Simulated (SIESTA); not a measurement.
Runs of SIESTA 5.4.2 on HgSe. It takes space group F-43m (No. 216, cubic). Conventional cell: a = 6.078 Å, b = 6.078 Å, c = 6.078 Å, α = 90.00°, β = 90.00°, γ = 90.00°. Hg (site symmetry -43m) is surrounded by 4 Se at 2.63 Å. Around Se (site symmetry -43m) lie 4 Hg at 2.63 Å. 

| task | level | potentials or basis | energy shift | gap on the mesh (eV) | pressure (GPa) |
| --- | --- | --- | --- | --- | --- |
| single point | PBE | PseudoDojo 0.4 standard (PBE files), DZP (energy shift 0.003 Ry; two zetas on semicore shells) | 0.003 Ry | none | 5.7 |
| band structure | PBE | PseudoDojo 0.4 standard (PBE files), TZDP (energy shift 0.01 Ry) | 0.01 Ry | 0.12 | 1.4 |
| band structure | PBE | SG15 1.2 (PBE files) or PseudoDojo by element, DZP (energy shift 0.003 Ry; two zetas on semicore shells) | 0.003 Ry | (b) | 4.2 |
| band structure | LDA | PseudoDojo 0.4 standard (LDA files), DZP (energy shift 0.003 Ry; two zetas on semicore shells) | 0.003 Ry | none | (a) |
| band structure | AM05 | PseudoDojo 0.4 standard (PBEsol files), DZP (energy shift 0.003 Ry; two zetas on semicore shells) | 0.003 Ry | none | 3.2 |

Alike in all rows: no spin polarisation; cell as given; k mesh 8 × 8 × 8; smearing fermi-dirac 0.05 eV; grid cutoff 800 Ry.

**Question.** Fill in the values left out.

**Answer.** (a) 0.5; (b) 0.76.

Caveats: the basis of atomic orbitals isn't converged, which shifts pressures, moduli and gaps; the valence orbitals were made in a potential fitted to the semicore shell under them, which widens gaps by tenths of an eV or more (some runs); spin-orbit coupling is left out, which moves the levels of the heavy elements (some runs); short orbitals over semicore shells can move pressures by several GPa (some runs); semicore shells carry a single zeta, which can move pressures by several GPa and volumes by a few percent (some runs); the potentials were made for another functional, which shifts forces and pressure (some runs).

A k mesh can miss the band edges, and the runs leave out spin-orbit coupling on Hg, Se.

A gap of «none» marks a metal or a gap under the smearing width.

The runs don't all hold the same shells in valence.
